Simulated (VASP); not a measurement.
Wanted: the native input for a VASP 6.6.1 run.

```yaml
Task: single point
Functional: HSE06
Potentials_or_basis: VASP PAW PBE potentials, release 64 (Ge_d)
Cutoff: 520 eV
k_mesh: 6 × 6 × 6
Occupations: gaussian, width 0.1 eV
Spin: no spin polarisation
Grid_for_exact_exchange_PRECFOCK: Fast
Screening_parameter: 0.2 1/A
Further_INCAR_settings: ALGO = Normal; EDIFF = 1e-06
```

Ge:

```
Ge
1.0
     0.00000    2.83718    2.83718
     2.83718    0.00000    2.83718
     2.83718    2.83718    0.00000
Ge
2
Cartesian
  2.8372 2.8372 2.8372
  4.2558 4.2558 4.2558
```

These files were run (other wordings do the same):

POSCAR

```
Ge
1.0
    0.0000000000      2.8371800000      2.8371800000
    2.8371800000      0.0000000000      2.8371800000
    2.8371800000      2.8371800000      0.0000000000
Ge
2
Direct
    0.5000000000      0.5000000000      0.5000000000
    0.7500000000      0.7500000000      0.7500000000
```

INCAR.step1

```
SYSTEM = Ge
PREC = Accurate
ENCUT = 520
EDIFF = 1E-5
ISMEAR = 0
SIGMA = 0.1
LREAL = .FALSE.
LASPH = .TRUE.
NELM = 60
ALGO = Normal
ISIF = 2
LWAVE = .TRUE.
LCHARG = .FALSE.
GGA = PE
```

INCAR.step2

```
SYSTEM = Ge
PREC = Accurate
ENCUT = 520
EDIFF = 1E-6
ISMEAR = 0
SIGMA = 0.1
LREAL = .FALSE.
LASPH = .TRUE.
NELM = 60
ALGO = Normal
ISIF = 2
LWAVE = .FALSE.
LCHARG = .FALSE.
GGA = PE
LHFCALC = .TRUE.
HFSCREEN = 0.2
PRECFOCK = Fast
ISTART = 1
```

KPOINTS

```
Automatic mesh
0
G
  6 6 6
  0 0 0
```

Potentials or basis: VASP PAW PBE potentials, release 64 (Ge_d).

Run with:

```bash
$ cat potpaw_PBE.64/Ge_d/POTCAR > POTCAR
$ cp INCAR.step1 INCAR
$ mpirun -np 1 vasp_std > vasp.out
$ cp INCAR.step2 INCAR
$ mpirun -np 1 vasp_std > vasp.out
```

Results of the run:

The pressure is 0.3 GPa. The band gap on the k mesh is 0.80 eV, indirect (least direct gap 0.81 eV).

Caveat: the PAW data sets were made with another functional, which shifts forces and pressure a little.

Wall time 23 min on 1 thread of Intel(R) Xeon(R) 6975P-C (Granite Rapids) (shared host), peak memory 0.28 GiB.
